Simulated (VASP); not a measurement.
## InSb in VASP 6.6.1, single-point calculation

INCAR

```
NELM = 120
SIGMA = 0.02
NBANDS = 21
LREAL = .FALSE.
LCHARG = .FALSE.
ISMEAR = -1
ENCUT = 520
LWAVE = .FALSE.
EDIFF = 1E-7
LASPH = .TRUE.
GGA = AM
NSW = 0
ISIF = 2
IBRION = -1
PREC = Accurate
```

KPOINTS

```
KPOINTS created by Atomic Simulation Environment
0
Gamma
6 6 6
0 0 0
```

POSCAR

```
In Sb
 1.0000000000000000
     0.0000000000000000    3.2795130174999998    3.1811276270000000
     3.2795130174999998    0.0000000000000000    3.1811276270000000
     3.2795130174999998    3.2795130174999998    0.0000000000000000
 In  Sb
   1   1
Cartesian
  0.0000000000000000  0.0000000000000000  0.0000000000000000
  1.6397565087499997  1.6397565087499997  1.5905638135000000
```

The recommended PBE PAW datasets give the neutral cell 18 valence electrons.

Command

```
mpirun -np 1 vasp_std
```

OSZICAR

```
N       E                     dE             d eps       ncg     rms          rms(c)
DAV:   1     0.123940444284E+03    0.12394E+03   -0.75121E+03  1276   0.849E+02
DAV:   2     0.306672977688E+01   -0.12087E+03   -0.11459E+03  1336   0.247E+02
DAV:   3    -0.693604739489E+01   -0.10003E+02   -0.99061E+01  1530   0.680E+01
DAV:   4    -0.725273925338E+01   -0.31669E+00   -0.31638E+00  1491   0.124E+01
DAV:   5    -0.727006905707E+01   -0.17330E-01   -0.17328E-01  1857   0.275E+00    0.392E+00
DAV:   6    -0.715700308059E+01    0.11307E+00   -0.13406E-01  1877   0.501E+00    0.224E+00
DAV:   7    -0.713928936243E+01    0.17714E-01   -0.60146E-02  1746   0.199E+00    0.587E-01
DAV:   8    -0.714070795007E+01   -0.14186E-02   -0.86996E-03  1496   0.830E-01    0.279E-01
DAV:   9    -0.714192373248E+01   -0.12158E-02   -0.18153E-03  1400   0.241E-01    0.863E-02
DAV:  10    -0.714191753747E+01    0.61950E-05   -0.68964E-05  1573   0.437E-02    0.410E-02
DAV:  11    -0.714198807391E+01   -0.70536E-04   -0.11804E-04  1375   0.473E-02    0.254E-02
DAV:  12    -0.714198873948E+01   -0.66557E-06   -0.25924E-06  1602   0.104E-02    0.953E-03
DAV:  13    -0.714198971130E+01   -0.97182E-06   -0.24602E-06  1380   0.754E-03    0.333E-03
DAV:  14    -0.714198968665E+01    0.24652E-07   -0.88405E-08  1478   0.141E-03
   1 F= -.71419897E+01 E0= -.71419574E+01  d E =-.645827E-04
```

From OUTCAR

```
k-points           NKPTS =     30   k-points in BZ     NKDIM =     30   number of bands    NBANDS=     21

   NELECT =      18.0000    total number of electrons

   dimension x,y,z NGX =    36 NGY =   36 NGZ =   36
   dimension x,y,z NGXF=    72 NGYF=   72 NGZF=   72

  energy-cutoff  :      520.00
  volume of cell :       68.43
      direct lattice vectors                 reciprocal lattice vectors
     0.000000000  3.279513017  3.181127627    -0.152461660  0.152461660  0.157176969
     3.279513017  0.000000000  3.181127627     0.152461660 -0.152461660  0.157176969
     3.279513017  3.279513017  0.000000000     0.152461660  0.152461660 -0.157176969

 k-points in reciprocal lattice and weights: KPOINTS created by Atomic Simulation Env
   0.00000000  0.00000000  0.00000000       0.005
   0.16666667  0.00000000  0.00000000       0.037
   0.33333333  0.00000000  0.00000000       0.037
   0.50000000  0.00000000  0.00000000       0.019
   0.16666667  0.16666667  0.00000000       0.009
   0.33333333  0.16666667  0.00000000       0.037
   0.50000000  0.16666667  0.00000000       0.037
  -0.33333333  0.16666667  0.00000000       0.037
   ...

 E-fermi :   5.0028

 k-point     1 :       0.0000    0.0000    0.0000
  band No.  band energies     occupation
      1      -9.5842      2.00000
      2      -9.5842      2.00000
      3      -9.5782      2.00000
      4      -9.5026      2.00000
      5      -9.4983      2.00000
      6      -5.7175      2.00000
      7       4.7036      2.00000
      8       4.9238      1.96215
      9       4.9238      1.96215
     10       5.0675      0.07570
     11       7.8845      0.00000
     12       7.9514      0.00000
     13       7.9514      0.00000
     14      10.7514      0.00000
     15      13.0362      0.00000
     16      13.4547      0.00000
     17      13.6618      0.00000
     18      13.6618      0.00000
     19      14.1955      0.00000
     20      16.4417      0.00000
     21      23.1128      0.00000

 k-point     2 :       0.1667    0.0000    0.0000
  band No.  band energies     occupation
      1      -9.5944      2.00000
      2      -9.5788      2.00000
      3      -9.5747      2.00000
      4      -9.5031      2.00000
      5      -9.4982      2.00000
      6      -5.4708      2.00000
      7       2.4929      2.00000
      8       4.5767      2.00000
      9       4.7021      2.00000
     10       5.9181      0.00000
     11       8.3424      0.00000
     12       8.3882      0.00000
     13       8.7148      0.00000
     14      11.8276      0.00000
     15      12.1995      0.00000
     16      12.4395      0.00000
     17      13.4084      0.00000
     18      15.4454      0.00000
     19      15.8827      0.00000
     20      18.1074      0.00000
     21      20.5343      0.00000

 ...

  Total        0.3254258      0.3254258      0.6449521      0.0000000      0.0000000      0.0000000
  in kB        7.6196101      7.6196101     15.1010885      0.0000000      0.0000000      0.0000000
  external PRESSURE =      10.1134363 kB  Pullay stress =       0.0000000 kB

 POSITION                                       TOTAL-FORCE (eV/Angst)
 -----------------------------------------------------------------------------------
      0.00000      0.00000      0.00000        -0.000000     -0.000000     -0.000000
      1.63976      1.63976      1.59056         0.000000      0.000000      0.000000
 -----------------------------------------------------------------------------------
    total drift:                               -0.000000     -0.000000      0.000000

  FREE ENERGIE OF THE ION-ELECTRON SYSTEM (eV)
  ---------------------------------------------------
  free  energy   TOTEN  =        -7.1419896866 eV

  energy  without entropy=       -7.1419251039  energy(sigma->0) =       -7.14195740
```

It converged. Results: gap between bands v and c on the k mesh 0.14 eV; least direct gap on the k mesh 0.14 eV; pressure 1.0 GPa. Band v is the last that the valence electrons fill when counted band by band, and c is the next.

For comparison, a separate PBE run of the intended cell, on usual settings and not on those above, gives a gap of 0.14 eV on its mesh and a pressure of 2.8 GPa.

The run above took about 40 s on one core of a shared host (Intel Xeon Platinum 8488C) and held 0.22 GiB at most.
